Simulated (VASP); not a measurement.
# Er (Fm-3m) in VASP: a series of runs

One crystal, Er, is run at these levels: PBE; tasks: single point.

Everything below comes from runs of VASP 6.6.1. Logs are shortened: lines on timing, memory, paths and dates and some standing lists are left out, and cuts for length are marked.

## 1. The structure

Symmetry: Fm-3m, No. 225, cubic system. Conventional cell: a = 4.960 Å, b = 4.960 Å, c = 4.960 Å, α = 90.00°, β = 90.00°, γ = 90.00°. Around Er (site symmetry m-3m) lie 12 Er at 3.51 Å.

This isn't the form of Er at room conditions, which is hcp.

## 2. Single point, PBE, collinear spin, ferromagnetic start

INCAR reads:

```
SYSTEM = Er
PREC     = Accurate       ! precision mode
ENCUT    = 450            ! plane-wave cutoff, eV
EDIFF    = 1E-6           ! SCF threshold, eV
ISMEAR   = 0              ! smearing method
SIGMA    = 0.2            ! smearing width, eV
LREAL    = .False.        ! projectors in reciprocal space
LASPH    = .True.         ! aspherical terms in the spheres
NELM     = 100            ! most SCF steps
ALGO     = Normal         ! electronic algorithm
ISIF     = 2              ! what is computed and relaxed
LWAVE    = .False.        ! write WAVECAR
LCHARG   = .False.        ! write CHGCAR
ISPIN    = 2              ! spin polarisation
MAGMOM   = 3              ! initial moments
LORBIT   = 11             ! projections on sites
LMAXMIX  = 6              ! l up to which the mixer works
GGA      = PE             ! functional
ADDGRID  = .False.
```

KPOINTS reads:

```
Automatic mesh
0
Gamma
  11 11 11
  0 0 0
```

POSCAR reads:

```
Er
1.0
   -0.0089250000      2.4571370000      2.4791170000
    2.4542050000     -0.0023290000      2.4725200000
    2.4870360000      2.4833720000     -0.0351600000
Er
1
Direct
   -0.0043710000     -0.0077920000     -0.0181410000
```

Potentials or basis: VASP PAW PBE potentials, release 64 (Er_3), 4f in core.

Command:

```bash
cat potpaw_PBE.64/Er_3/POTCAR > POTCAR
mpirun -np 1 vasp_std > vasp.out
```

OUTCAR:

```text
SYSTEM = Er
   PREC = Accurate
   ENCUT = 450
   EDIFF = 1E-6
   ISMEAR = 0
   LREAL = .False.
   LASPH = .True.
   NELM = 100
   ISIF = 2
   ISPIN = 2
   LORBIT = 11
   GGA = PE

 Found    666 irreducible k-points:

 Following reciprocal coordinates:
            Coordinates               Weight
  0.000000  0.000000  0.000000      1.000000
  0.090909 -0.000000 -0.000000      2.000000
  0.181818 -0.000000 -0.000000      2.000000
  0.272727  0.000000  0.000000      2.000000
  0.363636  0.000000 -0.000000      2.000000
  0.454545  0.000000  0.000000      2.000000
   k-points           NKPTS =    666   k-points in BZ     NKDIM =    666   number of bands    NBANDS=     10
   number of dos      NEDOS =    301   number of ions     NIONS =      1
   total plane-waves  NPLWV =  13824
   dimension x,y,z NGX =    24 NGY =   24 NGZ =   24
   dimension x,y,z NGXF=    48 NGYF=   48 NGZF=   48
   ions per type =               1
   NGX,Y,Z   is equivalent  to a cutoff of  11.43, 11.45, 11.35 a.u.
   NGXF,Y,Z  is equivalent  to a cutoff of  22.86, 22.91, 22.70 a.u.
 SYSTEM =  Er
   PREC   = accura    normal or accurate (medium, high low for compatibility)
   ISTART =      0    job   : 0-new  1-cont  2-samecut
   ICHARG =      2    charge: 1-file 2-atom 10-const
   ISPIN  =      2    spin polarized calculation?
   LNONCOLLINEAR =      F non collinear calculations
   LSORBIT =      F    spin-orbit coupling
   LASPH  =      T    aspherical Exc in radial PAW
   ENCUT  =  450.0 eV  33.07 Ry    5.75 a.u.   6.04  6.03  6.08*2*pi/ulx,y,z
   NELM   =    100;   NELMIN=  2; NELMDL= -5     # of ELM steps
   EDIFF  = 0.1E-05   stopping-criterion for ELM
   LREAL  =      F    real-space projection
   EDIFFG = 0.1E-04   stopping-criterion for IOM
   NSW    =      0    number of steps for IOM
   IBRION =     -1    ionic relax: 0-MD 1-quasi-New 2-CG
   NFREE  =      0    steps in history (QN), initial steepest desc. (CG)
   ISIF   =      2    stress and relaxation
   ISYM   =      2    0-nonsym 1-usesym 2-fastsym
   POTIM  = 0.5000    time-step for ionic-motion
   TEBEG  =    0.0;   TEEND  =   0.0 temperature during run
   PSTRESS=    0.0 pullay stress
   NELECT =       9.0000    total number of electrons
   NUPDOWN=      -1.0000    fix difference up-down
   EMIN   =  10.00;   EMAX   =-10.00  energy-range for DOS
   EFERMI =   0.00;   METHOD = LEGACY
   ISMEAR =     0;   SIGMA  =   0.20  broadening in eV -4-tet -1-fermi 0-gaus
   EFERMI_NEDOS =   21; number of points for ismear=-14 and -15
   IALGO  =     38    algorithm
   IMIX   =      4    mixing-type and parameters
     AMIX     =   0.40;   BMIX     =  1.00
     AMIX_MAG =   1.60;   BMIX_MAG =  1.00
  volume/ion in A,a.u.               =      30.50       205.83
  Fermi-wavevector in a.u.,A,eV,Ry     =   1.089904  2.059619 16.162220  1.187890
  Thomas-Fermi vector in A             =   2.226117
   LORBIT       =     11    0 simple, 1 ext, 2 COOP (PROOUT), +10 PAW based schemes
   GGA     = PE    functional components
   LHFCALC =     F    Hartree Fock is set to
   AEXX    =    0.0000 exact exchange contribution
   IVDW    =     0    specifies the selected vdW correction
   LEPSILON=     F    determine dielectric tensor
   LRPA    =     F    only Hartree local field effects (RPA)
 spin polarized calculation
 Gauss-broadening in eV      SIGMA  =   0.20
  energy-cutoff  :      450.00
  volume of cell :       30.50
 maximum number of plane-waves:       674
   NGX = 13   NGY = 13   NGZ = 13

 number of electron       9.0000000 magnetization       0.0015456

 number of electron       9.0000000 magnetization      -0.0004470

 Free energy of the ion-electron system (eV)
  ---------------------------------------------------
  ext. energy  EPLUGINS =         0.00000000
  ---------------------------------------------------
  free energy    TOTEN  =        -4.48473029 eV

  energy without entropy =       -4.45716893  energy(sigma->0) =       -4.47094961

 E-fermi :   3.0735     XC(G=0):  -9.8748

 val. band max:        3.0730228349   @ k =   0.2727   0.2727  -0.0000
 cond. band min:       3.0738095701   @ k =  -0.4545  -0.4545   0.3636
 fundamental gap:      0.0007867352
 Fermi energy:         3.0734604571

 spin component 1

 k-point     1 :       0.0000    0.0000    0.0000
  band No.  band energies     occupation
      1     -21.3155      1.00000
      2     -21.3019      1.00000
      3     -21.2988      1.00000
      4      -2.4830      1.00000
      5       4.9213      0.00000
      6       5.1611      0.00000
      7       5.1877      0.00000
      8       7.3855      0.00000
      9       7.4994      0.00000
     10      12.6402      0.00000

 k-point     2 :       0.0909   -0.0000   -0.0000
  band No.  band energies     occupation
      1     -21.3551      1.00000
      2     -21.3189      1.00000
      3     -21.3059      1.00000
      4      -2.2530      1.00000
      5       4.8185      0.00000
      6       5.1057      0.00000
      7       5.3015      0.00000
      8       7.2621      0.00000
      9       7.3601      0.00000
     10      13.1710      0.00000

 k-point     3 :       0.1818   -0.0000   -0.0000
  band No.  band energies     occupation
      1     -21.4884      1.00000
      2     -21.3348      1.00000
      3     -21.3249      1.00000
      4      -1.6103      1.00000
      5       4.2791      0.00000
      6       5.2628      0.00000
      7       5.5077      0.00000
      8       7.1425      0.00000
      9       7.1986      0.00000
     10      13.4532      0.00000

 k-point     4 :       0.2727    0.0000    0.0000
  band No.  band energies     occupation
      1     -21.6582      1.00000
      2     -21.3552      1.00000
      3     -21.3494      1.00000
      4      -0.7095      1.00000
      5       3.7814      0.00000
      6       5.2056      0.00000
      7       5.4441      0.00000
      8       7.4925      0.00000
      9       7.5754      0.00000
     10      12.4219      0.00000

 k-point     5 :       0.3636    0.0000   -0.0000
  band No.  band energies     occupation
      1     -21.8093      1.00000
      2     -21.3750      1.00000
      3     -21.3706      1.00000
      4       0.1492      1.00000
      5       3.6009      0.00010
      6       4.9639      0.00000
      7       5.1934      0.00000
      8       8.2644      0.00000
      9       8.4313      0.00000
     10      11.6892      0.00000

 k-point     6 :       0.4545    0.0000    0.0000
  band No.  band energies     occupation
      1     -21.8970      1.00000
      2     -21.3877      1.00000
      3     -21.3822      1.00000
      4       0.6161      1.00000
      5       3.7365      0.00000
      6       4.7915      0.00000
      7       5.0209      0.00000
      8       8.9543      0.00000
      9       9.1872      0.00000
     10      11.3871      0.00000

 [... further k-points ...]

 spin component 2

 k-point     1 :       0.0000    0.0000    0.0000
  band No.  band energies     occupation
      1     -21.3156      1.00000
      2     -21.3020      1.00000
      3     -21.2988      1.00000
      4      -2.4834      1.00000
      5       4.9209      0.00000
      6       5.1607      0.00000
      7       5.1873      0.00000
      8       7.3853      0.00000
      9       7.4992      0.00000
     10      12.6396      0.00000

 k-point     2 :       0.0909   -0.0000   -0.0000
  band No.  band energies     occupation
      1     -21.3552      1.00000
      2     -21.3190      1.00000
      3     -21.3060      1.00000
      4      -2.2534      1.00000
      5       4.8180      0.00000
      6       5.1053      0.00000
      7       5.3011      0.00000
      8       7.2619      0.00000
      9       7.3598      0.00000
     10      13.1705      0.00000

 k-point     3 :       0.1818   -0.0000   -0.0000
  band No.  band energies     occupation
      1     -21.4885      1.00000
      2     -21.3349      1.00000
      3     -21.3250      1.00000
      4      -1.6107      1.00000
      5       4.2787      0.00000
      6       5.2624      0.00000
      7       5.5073      0.00000
      8       7.1423      0.00000
      9       7.1983      0.00000
     10      13.4531      0.00000

 k-point     4 :       0.2727    0.0000    0.0000
  band No.  band energies     occupation
      1     -21.6583      1.00000
      2     -21.3553      1.00000
      3     -21.3495      1.00000
      4      -0.7099      1.00000
      5       3.7810      0.00000
      6       5.2052      0.00000
      7       5.4438      0.00000
      8       7.4923      0.00000
      9       7.5751      0.00000
     10      12.4219      0.00000

 k-point     5 :       0.3636    0.0000   -0.0000
  band No.  band energies     occupation
      1     -21.8094      1.00000
      2     -21.3751      1.00000
      3     -21.3707      1.00000
      4       0.1487      1.00000
      5       3.6005      0.00010
      6       4.9636      0.00000
      7       5.1931      0.00000
      8       8.2642      0.00000
      9       8.4310      0.00000
     10      11.6891      0.00000

 k-point     6 :       0.4545    0.0000    0.0000
  band No.  band energies     occupation
      1     -21.8971      1.00000
      2     -21.3878      1.00000
      3     -21.3823      1.00000
      4       0.6156      1.00000
      5       3.7362      0.00000
      6       4.7912      0.00000
      7       5.0206      0.00000
      8       8.9541      0.00000
      9       9.1870      0.00000
     10      11.3869      0.00000

 [... further k-points ...]
[... 5 lines left out ...]
  --------------------------------------------------------------------------------------
  -------------------------------------------------------------------------------------
  Total        0.0179294      0.0256410     -0.0304565     -0.0637478      0.0744137      0.1083783
  in kB        0.9418303      1.3469216     -1.5998802     -3.3486749      3.9089551      5.6931171
  external PRESSURE =       0.2296239 kB  Pullay stress =       0.0000000 kB

 VOLUME and BASIS-vectors are now :
 -----------------------------------------------------------------------------
  energy-cutoff  :      450.00
  volume of cell :       30.50
      direct lattice vectors                 reciprocal lattice vectors
    -0.008925000  2.457137000  2.479117000    -0.201313527  0.204442392  0.200014888
     2.454205000 -0.002329000  2.472520000     0.204685885 -0.202140878  0.201085569
     2.487036000  2.483372000 -0.035160000     0.199378760  0.200206110 -0.197713292

 POSITION                                       TOTAL-FORCE (eV/Angst)
 -----------------------------------------------------------------------------------
      4.86811      4.88241      4.88701         0.000000     -0.000000     -0.000000
 -----------------------------------------------------------------------------------
    total drift:                               -0.000002     -0.000001     -0.000000

  FREE ENERGIE OF THE ION-ELECTRON SYSTEM (eV)
  ---------------------------------------------------
  free  energy   TOTEN  =        -4.4847302909 eV

  energy  without entropy=       -4.4571689316  energy(sigma->0) =       -4.47094961

 total charge

# of ion       s       p       d       tot
------------------------------------------
    1        0.514   6.503   1.103   8.121

 magnetization (x)

# of ion       s       p       d       tot
------------------------------------------
    1       -0.000  -0.000  -0.000  -0.000
```

Run time: 89 s. Hardware: 1 thread of Intel Xeon 6975P-C (Granite Rapids), shared host; peak memory 0.36 GiB.

The run converged, but some of its settings lie outside the range that counts as converged, so its numbers aren't taken as properties of the crystal.

What came out:

- Free energy: -4.4847 eV
- Pressure: 0.0 GPa
- Band gap on the k mesh: none (metal or under the smearing width)
- Net moment: 0.00 μB per cell
- Valence electrons inside the program's atomic spheres: Er 8.12

Caveat: the magnetic or orbital state may not be the lowest; spin-orbit coupling is left out, which moves the levels of the heavy elements; the 4f electrons are frozen in the core as for a trivalent ion, so they carry no moment and show no levels.

## 3. Single point, PBE, collinear spin, ferromagnetic start

Changes to INCAR since step 2:

```diff
@@ -2,3 +2,3 @@
 PREC     = Accurate       ! precision mode
-ENCUT    = 450            ! plane-wave cutoff, eV
+ENCUT    = 550            ! plane-wave cutoff, eV
 EDIFF    = 1E-6           ! SCF threshold, eV
```

KPOINTS reads:

```
Automatic mesh
0
Gamma
  10 10 10
  0 0 0
```

POSCAR reads:

```
Er
1.0
    0.0000000000      2.4798434248      2.4798434248
    2.4798434248      0.0000000000      2.4798434248
    2.4798434248      2.4798434248      0.0000000000
Er
1
Direct
    0.0000000000      0.0000000000      0.0000000000
```

Potentials or basis: VASP PAW PBE potentials, release 64 (Er_3), 4f in core.

Command:

```bash
cat potpaw_PBE.64/Er_3/POTCAR > POTCAR
mpirun -np 1 vasp_std > vasp.out
```

OUTCAR:

```text
SYSTEM = Er
   PREC = Accurate
   ENCUT = 550
   EDIFF = 1E-6
   ISMEAR = 0
   LREAL = .False.
   LASPH = .True.
   NELM = 100
   ISIF = 2
   ISPIN = 2
   LORBIT = 11
   GGA = PE

 Found     47 irreducible k-points:

 Following reciprocal coordinates:
            Coordinates               Weight
  0.000000  0.000000  0.000000      1.000000
  0.100000  0.000000  0.000000      8.000000
  0.200000  0.000000  0.000000      8.000000
  0.300000  0.000000  0.000000      8.000000
  0.400000  0.000000  0.000000      8.000000
  0.500000  0.000000  0.000000      4.000000
   k-points           NKPTS =     47   k-points in BZ     NKDIM =     47   number of bands    NBANDS=     10
   number of dos      NEDOS =    301   number of ions     NIONS =      1
   total plane-waves  NPLWV =  21952
   dimension x,y,z NGX =    28 NGY =   28 NGZ =   28
   dimension x,y,z NGXF=    56 NGYF=   56 NGZF=   56
   ions per type =               1
   NGX,Y,Z   is equivalent  to a cutoff of  13.27, 13.27, 13.27 a.u.
   NGXF,Y,Z  is equivalent  to a cutoff of  26.55, 26.55, 26.55 a.u.
 SYSTEM =  Er
   PREC   = accura    normal or accurate (medium, high low for compatibility)
   ISTART =      0    job   : 0-new  1-cont  2-samecut
   ICHARG =      2    charge: 1-file 2-atom 10-const
   ISPIN  =      2    spin polarized calculation?
   LNONCOLLINEAR =      F non collinear calculations
   LSORBIT =      F    spin-orbit coupling
[... 153 lines left out ...]
      7       5.0911      0.00000
      8       7.4377      0.00000
      9       7.4377      0.00000
     10      12.6408      0.00000
[... 53 lines left out ...]
 k-point     6 :       0.5000    0.0000    0.0000
  band No.  band energies     occupation
      1     -21.9049      1.00000
      2     -21.3856      1.00000
      3     -21.3856      1.00000
      4       0.6636      1.00000
      5       3.7632      0.00000
      6       4.8867      0.00000
      7       4.8867      0.00000
      8       9.1915      0.00000
      9       9.1915      0.00000
     10      11.3385      0.00000

 [... further k-points ...]
[... 5 lines left out ...]
  --------------------------------------------------------------------------------------
  -------------------------------------------------------------------------------------
  Total        0.0031665      0.0031665      0.0031665      0.0000000      0.0000000     -0.0000000
  in kB        0.1663360      0.1663360      0.1663360      0.0000000      0.0000000     -0.0000000
  external PRESSURE =       0.1663360 kB  Pullay stress =       0.0000000 kB

 VOLUME and BASIS-vectors are now :
 -----------------------------------------------------------------------------
  energy-cutoff  :      550.00
  volume of cell :       30.50
      direct lattice vectors                 reciprocal lattice vectors
     0.000000000  2.479843425  2.479843425    -0.201625633  0.201625633  0.201625633
     2.479843425  0.000000000  2.479843425     0.201625633 -0.201625633  0.201625633
     2.479843425  2.479843425  0.000000000     0.201625633  0.201625633 -0.201625633

 POSITION                                       TOTAL-FORCE (eV/Angst)
 -----------------------------------------------------------------------------------
      0.00000      0.00000      0.00000         0.000000     -0.000000      0.000000
 -----------------------------------------------------------------------------------
    total drift:                               -0.000000     -0.000000     -0.000000

  FREE ENERGIE OF THE ION-ELECTRON SYSTEM (eV)
  ---------------------------------------------------
  free  energy   TOTEN  =        -4.4841243939 eV

  energy  without entropy=       -4.4540041870  energy(sigma->0) =       -4.46906429

 total charge

# of ion       s       p       d       tot
------------------------------------------
    1        0.513   6.504   1.103   8.120

 magnetization (x)

# of ion       s       p       d       tot
------------------------------------------
    1       -0.000   0.000  -0.000  -0.000
```

OSZICAR:

```text
N       E                     dE             d eps       ncg     rms          rms(c)
DAV:   1     0.149234135076E+02    0.14923E+02   -0.47933E+03  2562   0.936E+02
DAV:   2    -0.288083861320E+01   -0.17804E+02   -0.16930E+02  2786   0.281E+02
DAV:   3    -0.356834166841E+01   -0.68750E+00   -0.63970E+00  2950   0.595E+01
DAV:   4    -0.357743703400E+01   -0.90954E-02   -0.90054E-02  3334   0.329E+00
DAV:   5    -0.357745877267E+01   -0.21739E-04   -0.21730E-04  2960   0.105E-01    0.214E+01
DAV:   6    -0.439665283084E+01   -0.81919E+00   -0.25116E-01  3010   0.475E+00    0.134E+01
DAV:   7    -0.446492515569E+01   -0.68272E-01   -0.54366E-02  2966   0.230E+00    0.654E+00
DAV:   8    -0.447747175221E+01   -0.12547E-01   -0.72597E-02  2964   0.222E+00    0.138E+00
DAV:   9    -0.448365031759E+01   -0.61786E-02   -0.35792E-03  2964   0.713E-01    0.260E-01
DAV:  10    -0.448404080689E+01   -0.39049E-03   -0.10155E-03  2986   0.178E-01    0.187E-01
DAV:  11    -0.448411764693E+01   -0.76840E-04   -0.24871E-04  2856   0.982E-02    0.427E-02
DAV:  12    -0.448412173709E+01   -0.40902E-05   -0.83637E-06  2956   0.251E-02    0.277E-02
DAV:  13    -0.448412441419E+01   -0.26771E-05   -0.13236E-05  2566   0.155E-02    0.804E-03
DAV:  14    -0.448412439390E+01    0.20300E-07   -0.61072E-07  1338   0.812E-03
   1 F= -.44841244E+01 E0= -.44690643E+01  d E =-.301202E-01  mag=    -0.0001
```

stdout:

```text
POSCAR found type information on POSCAR Er
 POSCAR found :  1 types and       1 ions
 scaLAPACK will be used
 LDA part: xc-table for (Slater+PW92), standard interpolation
 POSCAR, INCAR and KPOINTS ok, starting setup
 FFT: planning ... GRIDC
 FFT: planning ... GRID_SOFT
 FFT: planning ... GRID
 WAVECAR not read
 entering main loop
```

Wall time 20 s (1 thread of Intel Xeon 6975P-C (Granite Rapids), shared host); peak memory 0.19 GiB.

The run converged, but some of its settings lie outside the range that counts as converged, so its numbers aren't taken as properties of the crystal.

What came out:

* Free energy: -4.4841 eV
* Pressure: 0.0 GPa
* Band gap on the k mesh: none (metal or under the smearing width)
* Net moment: 0.00 μB per cell
* Valence electrons inside the program's atomic spheres: Er 8.12

Caveat: the magnetic or orbital state may not be the lowest; spin-orbit coupling is left out, which moves the levels of the heavy elements; the 4f electrons are frozen in the core as for a trivalent ion, so they carry no moment and show no levels.

(Continued in part 2 of 2.)
